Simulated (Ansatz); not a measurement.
Hf in Ansatz: the effect of functional

Hf:

```
Hf
1.0
    -1.82875    1.82875    1.82875
     1.82875   -1.82875    1.82875
     1.82875    1.82875   -1.82875
Hf
1
Direct
  0.00000 0.00000 0.00000
```

This isn't the form of Hf at room conditions, which is hcp.

The cell isn't the ideal one: volume scaled by 1.04.

Alike in all runs:

- Program: Ansatz 0.2.0
- Task: single point
- Potentials or basis: Ansatz PAW
- k mesh: 10 × 10 × 10
- Occupations: fermi-dirac, width 0.05 eV
- Spin: no spin polarisation

Question: One run gave: pressure -8.6 GPa. Which functional did it use?
A. LDA
B. PBEsol
C. r2SCAN

Answer: C.

```tsv
functional	cutoff	pressure (GPa)
LDA	420 eV (not typed: the program's choice for these potentials)	-15.1
PBEsol	420 eV (not typed: the program's choice for these potentials)	-11.7
r2SCAN	500 eV (not typed: the program's choice for these potentials)	-8.6
```

Caveats: the PAW data sets come from PBE, with cores solved anew for the run's functional, which leaves a small shift of forces and pressure.
